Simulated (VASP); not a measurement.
Results of a VASP single-point calculation on GaAs (strained zincblende)

POSCAR

```
Ga As
 1.0000000000000000
     0.0000000000000000    2.8047542445000002    2.8573279733999999
     2.8047542445000002    0.0000000000000000    2.8573279733999999
     2.8047542445000002    2.8047542445000002    0.0000000000000000
 Ga  As
   1   1
Cartesian
  0.0000000000000000  0.0000000000000000  0.0000000000000000
  1.4023771222500001  1.4023771222500001  1.4286639866999999
```

```yaml
gap_between_bands_v_and_c: 1.00 eV
least_direct_gap: 1.00 eV
```

Band v is the last that the valence electrons fill when counted band by band, and c is the next. Levels in eV from the top of v:

```
point    v−1      v     c   c+1
    Γ   0.00   0.00  1.00  3.99
    X  -2.75  -2.75  1.79  2.03
    K  -4.03  -2.44  2.18  4.92
    L  -1.31  -1.15  1.33  4.89
    W  -3.70  -3.50  5.07  5.08
```

Q: Which of these levels of theory gave these results?
A. PBE
B. PBE with spin–orbit coupling
C. PBEsol
D. r²SCAN
E. LDA
F. HSE06
G. PBE0

A: D.

The INCAR was:

```
NELM = 120
SIGMA = 0.01
ISIF = 2
ENCUT = 520
EDIFF = 1E-7
LCHARG = .TRUE.
LREAL = .FALSE.
ISMEAR = 0
NSW = 0
PREC = Accurate
IBRION = -1
NBANDS = 16
LELF = .TRUE.
LWAVE = .FALSE.
ALGO = Normal
LASPH = .TRUE.
METAGGA = R2SCAN
```
